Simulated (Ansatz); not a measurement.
# Al (dhcp type): how the settings move a single-point run

Aim: see which settings change the result for Al (dhcp type), by how much, and at what cost.

Program: Ansatz 0.2.0. Level of theory: reference: DFT, PBE, PAW with Ansatz's default frozen-core files, scalar-relativistic. These are calculated values, not measurements.

1 further run of the same task is left out (it didn't finish).

### 1 The starting structure

Symmetry: P6_3/mmc, No. 194, hexagonal system. Conventional cell: a = 2.111 Å, b = 2.111 Å, c = 6.864 Å, α = 90.00°, β = 90.00°, γ = 120.00°. Al (site symmetry -3m) is surrounded by 12 Al at 2.10 to 2.11 Å. Around Al (site symmetry -6m2) lie 12 Al at 2.10 to 2.11 Å.

Structure file:

```cif
data_structure
_symmetry_space_group_name_H-M 'P 1'
_symmetry_Int_Tables_number 1
_cell_length_a 2.1106
_cell_length_b 2.1106
_cell_length_c 6.8639
_cell_angle_alpha 90.000
_cell_angle_beta 90.000
_cell_angle_gamma 120.000
_cell_volume 26.48
loop_
_atom_site_label
_atom_site_type_symbol
_atom_site_fract_x
_atom_site_fract_y
_atom_site_fract_z
_atom_site_occupancy
Al1 Al 0.00000 0.00000 0.00000 1
Al2 Al 0.00000 0.00000 0.50000 1
Al3 Al 0.33333 0.66667 0.25000 1
Al4 Al 0.66667 0.33333 0.75000 1
```

### 2 The reference run

input.yaml reads:

```yaml
crystal:
  lattice:
    - [2.1105868071, 0.0, 0.0]
    - [-1.0552934035, 1.8278217919, 0.0]
    - [0.0, 0.0, 6.8639114519]
  atoms:
    - { symbol: Al, position: [0.0, 0.0, 0.0] }
    - { symbol: Al, position: [0.0, 0.0, 0.5] }
    - { symbol: Al, position: [0.3333333333, 0.6666666667, 0.25] }
    - { symbol: Al, position: [0.6666666667, 0.3333333333, 0.75] }
kpoints:
  mp_grid: { grid: [14, 14, 4] }
  band_path:
    path:
      - [0.0, 0.0, 0.0]
      - [0.5, 0.0, 0.0]
      - [0.3333333333, 0.3333333333, 0.0]
      - [0.0, 0.0, 0.0]
      - [0.0, 0.0, 0.5]
      - [0.5, 0.0, 0.5]
      - [0.3333333333, 0.3333333333, 0.5]
      - [0.0, 0.0, 0.5]
      - [0.5, 0.0, 0.5]
    npoints: 8
scf:
  occupations: { method: fermi_dirac, width: 0.08 }
hamiltonian:
  xc: pbe
  pseudopotentials: { kind: paw }
output:
  forces: true
  stress: true
  eigenvalues: true
  populations: true
  dos: { projected: true, de: 0.2, e_range: [-14, 8] }
  write_density: true
  write_potential: true
  elf: true
  volumetric_format: npy
```

Command:

```
$ ansatz run input.yaml --threads 1 --pin off --max-ram 3072MiB --backend cpu --events-out ev --progress --plain --runs-dir out
```

The main lines of its log:

```text
[...]
Basis set: ecut = 420 eV, 527 PW (Γ), exchange–correlation on 30×30×96 points (8 copies of the dense FFT grid, shifted against one another)
[...]
k-points: 72 of 784
[...]
SCF iter   1: F=—  HF=-2123.441881 eV  |F-HF|=—  |Δ(HF+E_count)|=         —  Δρ=2.09e-2  dr2=7.06e-2  ethr=1.77e-3  ⟨swp⟩=11.2  Hψ=9516  notcnv=0
preconditioner: auto → none  [insulator: Δε(μ)=0.183 eV  Ē_g=11.820 eV  σ=0.080 eV  W_gap=0.51  n_scr=4 (ndim 8)  ℏωp=25.0 eV  f_vac=0.000  D(μ)=0.62/eV (n_scr^D=4)  ε∞_Penn≈5.5]
SCF iter   2: F=—  HF=-2123.384192 eV  |F-HF|=—  |Δ(HF+E_count)|=   5.77e-2  Δρ=9.14e-3  dr2=1.27e-2  ethr=5.88e-4  ⟨swp⟩=3.1  Hψ=1717  notcnv=0  defer=11
[...]
SCF iter   5: F=—  HF=-2123.369140 eV  |F-HF|=—  |Δ(HF+E_count)|=   1.44e-5  Δρ=2.43e-5  dr2=9.88e-8  ethr=4.65e-8  ⟨swp⟩=3.0  Hψ=1305  notcnv=0  defer=10
SCF iter   6: F=-2123.369141 eV  HF=-2123.369141 eV  |F-HF|=2.99e-9  |Δ(HF+E_count)|=   1.29e-6  Δρ=4.16e-6  dr2=2.39e-9  ethr=8.23e-10  ⟨swp⟩=19.6  Hψ=8772  notcnv=0
[...]
SCF converged after 6 iterations
Free energy (F): -2123.369141 eV
[...]
E sigma→0 (E₀):  -2123.361522 eV
[...]
Fermi energy:    21.362171 eV
[...]
  P = ⅓ Tr σ = 459.1150 GPa (4591.150 kbar)
[...]
```

Run time: 3.9 s. Hardware: 1 thread of Intel Xeon Platinum 8488C (Sapphire Rapids), shared host; peak memory 0.35 GiB.

### 3 Changed: dr2_threshold 1.0e-11, ecutwfc 600 eV

Changes to input.yaml since step 2:

```diff
@@ -26,2 +26,3 @@
   occupations: { method: fermi_dirac, width: 0.08 }
+  convergence: { dr2_threshold: 1.0e-11 }
 hamiltonian:
@@ -34,3 +35,2 @@
   populations: true
-  dos: { projected: true, de: 0.2, e_range: [-14, 8] }
   write_density: true
@@ -39 +39,3 @@
   volumetric_format: npy
+basis:
+  ecutwfc: "600 eV"
```

Command:

```
$ ansatz run input.yaml --threads 1 --pin off --max-ram 3072MiB --backend cpu --events-out ev --progress --plain --runs-dir out
```

Output (excerpt; [...] marks lines left out):

```text
[...]
Pseudopotentials: kind: paw
Pseudopotential: Al, paw, valence charge 3, recommended cutoff 420 eV (normal)
Functional definition: PBE
[...]
Crystal: 4 atoms, lattice volume = 26.479 Å³
Basis set: ecut = 600 eV, 909 PW (Γ), exchange–correlation on 36×36×120 points (8 copies of the dense FFT grid, shifted against one another)
Bands: 10, of which v1, the nominal top of the filled ones, is band 6 counted from 1 (5 counted from 0)
Symmetry: 24 space group operations
Space group: P63/mmc (ITA 194), of the structure as read, at distance tolerance 3.0e-5 Å
k-points: 72 of 784
[...]
SCF iter   1: F=—  HF=-2123.448768 eV  |F-HF|=—  |Δ(HF+E_count)|=         —  Δρ=2.09e-2  dr2=7.06e-2  ethr=1.77e-3  ⟨swp⟩=12.0  Hψ=9603  notcnv=0  defer=1
[...]
SCF iter   8: F=-2123.375875 eV  HF=-2123.375875 eV  |F-HF|=9.09e-13  |Δ(HF+E_count)|=  9.05e-11  Δρ=5.73e-8  dr2=1.01e-12  ethr=1.00e-12  ⟨swp⟩=15.5  Hψ=6869  notcnv=0
[...]
NSCF: frozen V_eff on 65 k-points
SCF converged after 8 iterations
Free energy (F): -2123.375875 eV
[...]
E sigma→0 (E₀):  -2123.368257 eV
Entropy (-TS):   -0.015236 eV (-3.809 meV/atom)
Fermi energy:    21.361060 eV
[...]
--- Forces (eV/Å), atoms counted from 1 ---
  atom   1  Al    -0.00000000     0.00000000    -0.00000000
  atom   2  Al     0.00000000    -0.00000000     0.00000000
  atom   3  Al     0.00000000    -0.00000000     0.00000000
  atom   4  Al    -0.00000000     0.00000000     0.00000000
[...]
--- Stress (GPa, compression-positive) ---
      458.963619      -0.000000       0.000000
        0.000000     458.963619       0.000000
        0.000000       0.000000     459.089218
  P = ⅓ Tr σ = 459.0055 GPa (4590.055 kbar)
--- Band table (eV; the first three rows and the last of 72) ---
  k-point 0: bands = ["3.0489", "6.0710", "6.0990", "13.3477", "15.7750", "27.2516", "27.3273", "38.0568", "38.0568", "39.1346"]
[...]
--- Löwdin populations: 4 sites ---
  site symbol       q [e]
     0     Al      2.8790
     1     Al      2.8790
     2     Al      2.9741
     3     Al      2.9741
  spilling = 0.024496 (of n_electrons = 12.000000)
```

Run time: 6.1 s. Hardware: 1 thread of Intel Xeon Platinum 8488C (Sapphire Rapids), shared host; peak memory 0.37 GiB.

Changing the convergence setting and cutoff moves the energy by -1.7 meV/atom. More plane waves (600 against 420 eV) lower the energy, so the reference carries about that much basis error.

### 4 Comparison

| run | ending | energy change | pressure (GPa) | gap (eV) | force (eV/Å) | cycles | time |
| --- | --- | --- | --- | --- | --- | --- | --- |
| reference | converged | 0 | 459.1 | 0.00 | 0.00 | 6 | 3.9 s |
| 1: dr2_threshold 1.0e-11, ecutwfc 600 eV | converged | -1.7 meV/atom | 459.0 | 0.00 | 0.00 | 8 | 6.1 s |

Times don't compare one to one where runs were asked for different outputs or read a saved state (see the inputs); cycles may leave out searches for a lower state.

Residual by cycle in the longest SCF loop of each run; runs are numbered as in the table. The quantity is the density residual dr2, in eV.

```csv
cycle,reference,run 1
1,0.0706,0.0706
2,0.0127,0.0127
3,8.7e-5,8.7e-5
4,5.6e-6,5.5e-6
5,9.9e-8,8.5e-8
6,2.4e-9,3.3e-9
7,-,7.7e-11
8,-,1.0e-12
```

Changing the convergence setting and cutoff moves the energy by -1.7 meV/atom. The structure is not at rest: the sound run finds 459 GPa, so these are no properties of the relaxed crystal. 
